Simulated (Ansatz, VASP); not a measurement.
One calculation of CaO, two programs

```
CELL_PARAMETERS angstrom
0.00000 2.44900 2.44900
2.44900 0.00000 2.44900
2.44900 2.44900 0.00000
ATOMIC_POSITIONS crystal
Ca 0.00510 0.00510 0.99490
O 0.50000 0.50000 0.50000
```

Change from the starting cell: all Ca atoms moved +0.025 Å, as atom 1 along Cartesian [0 0 1].

Alike in both runs: task single point; functional PBE; k mesh 8 × 8 × 8; occupations gaussian, width 0.05 eV; no spin polarisation.

```csv
,VASP,Ansatz
version,VASP 6.6.1,Ansatz 0.2.0
potentials or method,"VASP PAW PBE potentials, release 64 (Ca_sv, O)","scalar-relativistic, plane waves, PAW"
plane-wave cutoff (eV),520,420
valence electrons in the cell,16,16
```

|  | VASP | Ansatz | Ansatz less VASP |
| --- | --- | --- | --- |
| gap on the k mesh at the Fermi level (eV) | 3.65 | 3.66 | +0.016 |
| least direct gap on the mesh (eV) | 4.03 | 4.04 | +0.017 |
| pressure (GPa) | -3.5 | -4.0 | -0.44 |
| rms of the force components (eV/Å) | 0.033 | 0.031 | -0.0019 |

Atom by atom the forces differ by 0.002 eV/Å (rms over components).

A k mesh can miss the band edges.
